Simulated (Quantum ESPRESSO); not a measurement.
# CsSnI3 under changes of volume

One of the cells (47.797 Å³/atom); the others are scaled copies at fixed shape and fractional positions:

```
Cs I Sn
1.0
     6.20570    0.00000    0.00000
     0.00000    6.20570    0.00000
     0.00000    0.00000    6.20570
Cs I Sn
1 3 1
Direct
  0.00000 0.00000 0.00000
  0.50000 0.50000 0.00000
  0.50000 0.00000 0.50000
  0.00000 0.50000 0.50000
  0.50000 0.50000 0.50000
```

```yaml
Program: Quantum ESPRESSO 7.5
Functional: PBE
Potentials_or_basis: SSSP 1.3 efficiency PBE
Cutoff: 816 eV
Density_cutoff: 6531 eV
k_mesh: 5 × 5 × 5
Occupations: fermi-dirac, width 0.05 eV
Spin: no spin polarisation
```

```csv
volume (Å³/atom),energy over the lowest point (meV/atom),pressure (GPa),gap on the mesh (eV)
44.929,21.23,1.7,1.67
45.885,12.28,1.3,1.69
46.841,?,?,?
47.797,1.93,0.5,1.73
48.753,0.02,0.1,1.75
49.709,0.00,-0.2,1.77
50.665,1.66,-0.4,1.79
```

Problem. What does the run at 46.841 Å³/atom give?

Solution. Energy over the lowest point 5.93 meV/atom; pressure 0.8 GPa; gap on the mesh 1.71 eV.

Worked out: A Birch-Murnaghan fit of order 3 (a polynomial in V^(-2/3)) to the other rows has its minimum at 49.24 Å³/atom with B0 = V·E''(V) = 15.4 GPa and B' = 4.6. It gives 5.94 meV/atom at 46.841 Å³/atom, against the run's 5.93, and -dE/dV = 0.9 GPa, against 0.8. A straight line through the other rows of the gap, of slope 0.997 eV per unit of ln V (its deformation potential), gives 1.71 eV, against the run's 1.71.

Energies are extrapolated to zero smearing.

Caveats: spin-orbit coupling is left out, which moves the levels of the heavy elements; an odd mesh through Γ misses points on the zone boundary, where band edges often lie; the cell was measured hot, at 500 K.
